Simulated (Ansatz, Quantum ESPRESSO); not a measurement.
Given: the input of a run of Quantum ESPRESSO 7.5 on TaAs. The cell is a database's computed one, not the measured one.

Contents of pw.in:

```
&CONTROL
  calculation = 'scf'
  prefix = 'pwscf'
  outdir = './tmp'
  pseudo_dir = './pseudo'
  tprnfor = .true.
  tstress = .true.
  disk_io = 'nowf'
/
&SYSTEM
  ibrav = 0
  nat = 4
  ntyp = 2
  ecutwfc = 55
  ecutrho = 440
  nbnd = 26
  occupations = 'smearing'
  smearing = 'fd'
  degauss = 0.00367493
/
&ELECTRONS
  conv_thr = 8d-10
  electron_maxstep = 120
  mixing_beta = 0.5
/
ATOMIC_SPECIES
Ta   180.9479 Ta_pbe_v1.uspp.F.UPF
As    74.9216 As.pbe-n-rrkjus_psl.0.2.UPF
CELL_PARAMETERS angstrom
  -1.7218133622    1.7218133622    5.8679415361
   1.7218133622   -1.7218133622    5.8679415361
   1.7218133622    1.7218133622   -5.8679415361
ATOMIC_POSITIONS crystal
Ta     0.4999673000    0.4999673000    0.0000000000
Ta     0.2499673000    0.7499673000    0.5000000000
As     0.0826321200    0.0826321200    0.0000000000
As     0.8326321200    0.3326321200    0.5000000000
K_POINTS automatic
11 11 11 0 0 0
```

Potentials or basis: SSSP 1.3 efficiency PBE.

Launch:

```sh
$ OMP_NUM_THREADS=1 mpirun -n 2 pw.x -nk 2 -in pw.in > pw.out
```

Q: Set up the same calculation for Ansatz 0.2.0. Potentials or basis there: Ansatz PAW (earlier soft set), cutoff 420 eV.

A: As run (cutoffs and basis follow the program's own potentials, and thresholds, step limits or extra output files can differ):

input.yaml

```yaml
crystal:
  lattice:
    - [-1.7218133622, 1.7218133622, 5.8679415361]
    - [1.7218133622, -1.7218133622, 5.8679415361]
    - [1.7218133622, 1.7218133622, -5.8679415361]
  atoms:
    - { symbol: Ta, position: [0.4999673, 0.4999673, 0.0] }
    - { symbol: Ta, position: [0.2499673, 0.7499673, 0.5] }
    - { symbol: As, position: [0.08263212, 0.08263212, 0.0] }
    - { symbol: As, position: [0.83263212, 0.33263212, 0.5] }
hamiltonian:
  xc: pbe
  pseudopotentials: { kind: paw, azcp: { folder: soft_1 } }
kpoints:
  mp_grid: { grid: [11, 11, 11] }
scf:
  occupations: { method: fermi_dirac, width: 0.05 }
output:
  forces: true
  stress: true
  eigenvalues: true
  write_density: true
  write_potential: true
  elf: true
  volumetric_format: npy
```

Potentials or basis: Ansatz PAW soft_1.

Run with:

```console
$ ansatz run input.yaml --threads 1 --pin off --max-ram 3584MiB --backend cpu --events-out ev --progress --plain --runs-dir out
```

Both were run:

|  | Quantum ESPRESSO | Ansatz |
| --- | --- | --- |
| Pressure | 2.7 GPa | 2.2 GPa |

Ansatz's pressure holds a Pulay term of +0.04 GPa for its cutoff of 420 eV, which the other run lacks.

The potentials hold 36 and 56 valence electrons a cell.

Where Ansatz's input types no cutoff or centring, it takes its own default and a Γ-centred mesh.

Pressure is positive in compression.
